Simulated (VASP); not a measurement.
Set up this calculation in VASP 6.6.1, as the native input.

| Quantity | Value |
| --- | --- |
| Task | relaxation of cell and atoms |
| Functional | PBE |
| Potentials or basis | VASP PAW PBE potentials, release 64 (Ge_d) |
| Cutoff | 600 eV |
| k mesh | 10 × 10 × 10 |
| Occupations | gaussian, width 0.03 eV |
| Spin | no spin polarisation |
| Further INCAR settings | ALGO = Normal; EDIFF = 1e-07; IBRION = 2; EDIFFG = -0.005; NSW = 90; ISIF = 3 |

The structure of Ge lies in POSCAR:

```
Ge                                      
1.0
    0.0000000000      2.8781224751      2.8781224751
    2.8781224751     -0.0000000000      2.8781224751
    2.8781224751      2.8781224751     -0.0000000000
  Ge            
     2
Direct
     0.0000000000000000    0.0000000000000000    0.0000000000000000
     0.2500000000000000    0.2500000000000000    0.2500000000000000
```

The input as run:

INCAR

```
SYSTEM = Ge
PREC = Accurate
ENCUT = 600
EDIFF = 1E-7
ISMEAR = 0
SIGMA = 0.03
LREAL = .False.
LASPH = .True.
NELM = 80
ALGO = Normal
ISIF = 3
LWAVE = .False.
LCHARG = .False.
GGA = PE
IBRION = 2
NSW = 90
EDIFFG = -0.005
```

KPOINTS

```
Automatic mesh
0
Gamma
  10 10 10
  0 0 0
```

Potentials or basis: VASP PAW PBE potentials, release 64 (Ge_d).

The run is started by

```bash
$ cat potpaw_PBE.64/Ge_d/POTCAR > POTCAR
$ mpirun -np 1 vasp_std > vasp.out
```

It gave:

| Item | Value |
| --- | --- |
| Relaxed volume | 23.90 Å³/atom |
| Relaxed cell | a = 4.074 Å, b = 4.074 Å, c = 4.074 Å, α = 60.00°, β = 60.00°, γ = 60.00° |
| Space group after relaxing (to 0.05 Å) | Fd-3m (No. 227) |
| Energy gained by relaxing | 0.0 meV/atom |
| Ionic steps | 2 |
| Pressure after relaxing | 0.0 GPa |
| Band gap on the k mesh | none (metal or under the smearing width) |

Caveat: this crystal is a semiconductor, whose small gap the functional closes, so the metal is an error of the method.

Run time: 56 s on 1 thread of Intel(R) Xeon(R) Platinum 8488C (Sapphire Rapids), with other jobs on the host, peak memory 0.22 GiB.
